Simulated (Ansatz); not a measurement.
## Relaxation of Sr

Computed with Ansatz 0.2.0, DFT PBE, scalar-relativistic, plane waves, PAW. Run with 420 eV cutoff, 12×12×4 k-mesh, Gaussian smearing of 0.10 eV, no spin polarisation.

What was changed in Co: Co → Sr on all its sites, cell and atoms relaxed.

Command:

```bash
ansatz run input.yaml --threads 1 --pin off --max-ram 2560MiB --backend cpu --events-out ev --progress --plain --runs-dir out
```

Input:

```yaml
crystal:
  lattice:
    - [4.2669828708, 0.0, 0.0]
    - [-2.1334914354, 3.6953155637, 0.0]
    - [0.0, 0.0, 13.8463721477]
  atoms:
    - { symbol: Sr, position: [0.0, 0.0, 0.0] }
    - { symbol: Sr, position: [0.3333333333, 0.6666666667, 0.25] }
    - { symbol: Sr, position: [0.0, 0.0, 0.5] }
    - { symbol: Sr, position: [0.6666666667, 0.3333333333, 0.75] }
basis:
  ecutwfc: 420
kpoints:
  mp_grid: { grid: [12, 12, 4] }
hamiltonian:
  xc: pbe
scf:
  occupations: { method: gaussian, width: 0.1 }
output:
  forces: true
  stress: true
  eigenvalues: true
relax:
  adjacent_minimum: "off"
  f_tol: 0.01
  max_steps: 60
  cell: { stress_tol: 0.1 }
```

F is the free energy. Steps run on the plane waves of an earlier cell, but the last one, and at times one on the way, on a freshly chosen basis, so a repeated geometry can differ a little in energy.

Steps:

```tsv
step	F − F(1) (eV)	largest force component (eV/Å)	V (Å³/atom)	P (GPa)
1	0.0000	0.000	54.582	0.10
2	-0.0008	0.000	54.750	0.06
3	-0.0014	0.000	55.024	0.00
4	-0.0015	0.000	55.024	0.00
```

Relaxed structure:

```
CELL_PARAMETERS angstrom
4.26443 0.00000 0.00000
-2.13221 3.69310 0.00000
0.00000 0.00000 13.97521
ATOMIC_POSITIONS crystal
Sr 0.00000 0.00000 0.00000
Sr 0.33333 0.66667 0.25000
Sr 0.00000 0.00000 0.50000
Sr 0.66667 0.33333 0.75000
```

Symmetry: P6_3/mmc, No. 194, hexagonal system. The conventional cell has a = 4.264 Å, b = 4.264 Å, c = 13.975 Å, α = 90.00°, β = 90.00°, γ = 120.00°. Sr (site symmetry -3m) is surrounded by 12 Sr at 4.26 to 4.27 Å. Sr (site symmetry -6m2) has 12 Sr at 4.26 to 4.27 Å as nearest neighbours.

The run converged. It took 59 s on 1 thread of Intel(R) Xeon(R) Platinum 8259CL CPU @ 2.50GHz (Skylake/Cascade Lake) (shared host), peak memory 0.63 GiB.